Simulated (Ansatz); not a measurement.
# Ti3Al: the cost of one run

Program: Ansatz 0.2.0. Level of theory: DFT PBEsol, scalar-relativistic, plane waves, PAW. These are calculated values, not measurements.

## 1. The system as given

Symmetry: P-6m2, No. 187, hexagonal system. Conventional cell: a = 2.896 Å, b = 2.896 Å, c = 9.139 Å, α = 90.00°, β = 90.00°, γ = 120.00°. Ti (site symmetry -6m2) is surrounded by 12 Ti at 2.82 to 2.90 Å. Ti (site symmetry 3m) is surrounded by 9 Ti at 2.82 to 2.90 Å and 3 Al at 2.84 Å. Around Al (site symmetry -6m2) lie 6 Ti at 2.84 Å and 6 Al at 2.90 Å.

As a file:

```
CELL_PARAMETERS angstrom
2.89578 0.00000 0.00000
-1.44789 2.50782 0.00000
0.00000 0.00000 9.13935
ATOMIC_POSITIONS crystal
Ti 0.66667 0.33333 0.00000
Ti 0.33333 0.66667 0.75118
Ti 0.33333 0.66667 0.24882
Al 0.66667 0.33333 0.50000
```

It goes back to an entry of the Materials Project, which need not be the stable form.

It is the result of an earlier relaxation at this level (volume 16.59 Å³/atom; gap on the mesh: none (metal)).

## 2. The reference cell

Reference values: F = -7946.7724 eV; pressure 0.01 GPa; largest force 0.004 eV/Å; gap on the mesh none (metal). It was computed beforehand with the settings of the runs below.

## 3. Next: moving one atom along a line

Atom 4 (Al) is moved by x along the Cartesian unit vector (1.000, 0.000, 0.000); the cell and all other atoms stay fixed. Forces below are components along that vector, summed over the moved atoms. In a periodic cell its images move with it.

## 4. At x = -0.600 Å

File input.yaml:

```yaml
crystal:
  lattice:
    - [2.8957824532, 0.0, 0.0]
    - [-1.4478912266, 2.5078211683, 0.0]
    - [0.0, 0.0, 9.1393541757]
  atoms:
    - { symbol: Ti, position: [0.6666666667, 0.3333333333, 0.0] }
    - { symbol: Ti, position: [0.3333333333, 0.6666666667, 0.7511761438] }
    - { symbol: Ti, position: [0.3333333333, 0.6666666667, 0.2488238562] }
    - { symbol: Al, position: [0.4594687816, 0.3333333333, 0.5] }
basis:
  ecutwfc: 420
kpoints:
  mp_grid: { grid: [18, 18, 6] }
hamiltonian:
  xc: pbesol
scf:
  occupations: { method: gaussian, width: 0.15 }
output:
  forces: true
  stress: true
  eigenvalues: true
```

The run is started by

```
$ ansatz run input.yaml --threads 1 --pin off --max-ram 2560MiB --backend cpu --events-out ev --progress --plain --runs-dir out
```

What time and memory should one allow on 1 thread of Intel Xeon Platinum 8488C (Sapphire Rapids), shared host?

About 49 s, with a peak of 1.1 GiB.
